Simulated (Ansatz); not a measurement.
## CsBr (Pm-3m) under several functionals

Plane-wave DFT in Ansatz with scalar-relativistic PAW potentials. The same structure was relaxed (cell and atoms, symmetry kept) in separate runs at each level. No spin polarisation.

```csv
level,cutoff (eV),k mesh,V (Å³/atom),a (Å),gap (eV),B0 (GPa)
LDA,420,6×6×6,35.454,4.139,4.53,–
PBEsol,420,6×6×6,38.118,4.240,4.45,–
r2SCAN,500,6×6×6,40.384,4.323,5.19,15
PBE,420,6×6×6,42.282,4.389,4.25,12
```

Q: Where does PBE+D3(BJ) (420 eV, k mesh 6×6×6) fall?

A: V (Å³/atom) 39.831, a (Å) 4.303, gap (eV) 4.49. Its volume is between those of PBEsol and r2SCAN. The usual order of volumes, LDA < PBEsol < PBE, holds here (35.454, 38.118, 42.282 Å³/atom). As a rule LDA overbinds; PBEsol, built on the gradient expansion of slowly varying densities, lies between LDA and PBE; PBE's stronger gradient term for exchange weakens bonds. Adding D3 to PBE changes the volume by -5.8 %; the term is attractive, so it pulls cells in. In ionic crystals its C6 for cations, set by coordination number and not by charge, is often too large, so it can pull in too far. r2SCAN lies 4.5 % under PBE in volume. B0 goes from 15.4 to 12.2 GPa as the volume grows by 4.7 %; on one curve with B' = 5.1 the volume alone, B ∝ V^(−B'), would give 12.2 GPa, and the rest of the difference is the functional's own stiffness. Each gap belongs to its own cell, so it mixes the functional's effect with that of the volume; gaps are the least found on the k mesh or on a band path.

Spin-orbit coupling is left out, which matters for the bands of heavy elements.